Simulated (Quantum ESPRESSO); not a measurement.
HfN:

```
CELL_PARAMETERS angstrom
0.00000 2.45482 2.45482
2.45482 0.00000 2.45482
2.45482 2.45482 0.00000
ATOMIC_POSITIONS crystal
Hf 0.00000 0.00000 0.00000
N 0.25000 0.25000 0.25000
```

The cell comes from a database or a generator and needn't be the stable form of this composition.

| Item | Value |
| --- | --- |
| Program | Quantum ESPRESSO 7.5 |
| Task | Hubbard U by linear response |
| Functional | LDA |
| Potentials or basis | GBRV 1.5 LDA |
| Cutoff | 612 eV |
| Density cutoff | 4898 eV |
| k mesh | 8 × 8 × 8 |
| Occupations | cold, width 0.2 eV |
| Spin | no spin polarisation |
| Hubbard terms | Hf d U = 6.0 eV |
| Start of the occupations | default |
| Hubbard projectors | ortho-atomic |
| Form of the LDA correlation | PZ81 |
| Mixing beta | 0.3 |
| Most SCF iterations | 120 |
| SCF threshold | 4e-10 Ry |
| q mesh | 2 × 2 × 2 |

Task: What Hubbard parameters does linear response give?

Result: U = 2.91 eV on Hf 5d. The values belong to these projectors, potentials and this ground state, and don't carry over to other codes.

Hubbard U from linear response:
```
site  manifold  U (eV)
   1     Hf-5d    2.91
```
On the first site the bare response is -0.361 and the screened one -0.174 eV⁻¹.

Eigenvalues of the final occupation matrices:
```csv
site,spin,trace,eigenvalues
Hf 1 5d,each,1.01,0.10 0.10 0.27 0.27 0.27
```

Caveat: U without spin polarisation on a metal has little footing.
